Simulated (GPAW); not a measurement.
Crystal: HfB2.

```
CELL_PARAMETERS angstrom
3.14000 0.00000 0.00000
-1.57000 2.71932 0.00000
0.00000 0.00000 3.48000
ATOMIC_POSITIONS crystal
Hf 0.00000 0.00000 0.00000
B 0.66667 0.33333 0.50000
B 0.33333 0.66667 0.50000
```

```yaml
Program: GPAW 26.7.0
Task: relaxation of cell and atoms
Functional: LDA
Potentials_or_basis: the program's PAW data sets (release 1.2.1) made for this functional
Cutoff: 800 eV
Basis: pw
k_mesh: 7 × 7 × 6
Occupations: fermi-dirac, width 0.05 eV
Spin: no spin polarisation
```

At the start: pressure -9.7 GPa; volume 9.90 Å³/atom.

Q: How do energy, volume and symmetry change on relaxing?

A: Over 7 steps the energy falls by 11.1 meV/atom and the volume is 9.54 Å³/atom (-3.7 %); space group P6/mmm (No. 191, to 0.05 Å).

Step by step:
```tsv
step	energy change (eV)	largest force (eV/Å)	pressure (GPa)	volume (Å³)
1	0.0000	0.0000	-9.71	29.71
2	-0.0135	0.0000	-7.62	29.46
3	-0.0329	0.0000	0.32	28.59
4	-0.0330	0.0000	0.01	28.62
5	-0.0331	0.0000	-0.16	28.63
6	-0.0332	0.0000	-0.22	28.64
7	-0.0332	0.0000	-0.10	28.62
```

Final structure:
```yaml
crystal:
  lattice:
    - [3.10541, 0.00000, 0.00000]
    - [-1.55271, 2.68937, 0.00000]
    - [0.00000, 0.00000, 3.42713]
  atoms:
    - { symbol: Hf, position: [0.00000, 0.00000, 0.00000] }
    - { symbol: B, position: [0.66667, 0.33333, 0.50000] }
    - { symbol: B, position: [0.33333, 0.66667, 0.50000] }
```

Caveat: later steps reuse the first step's grids.
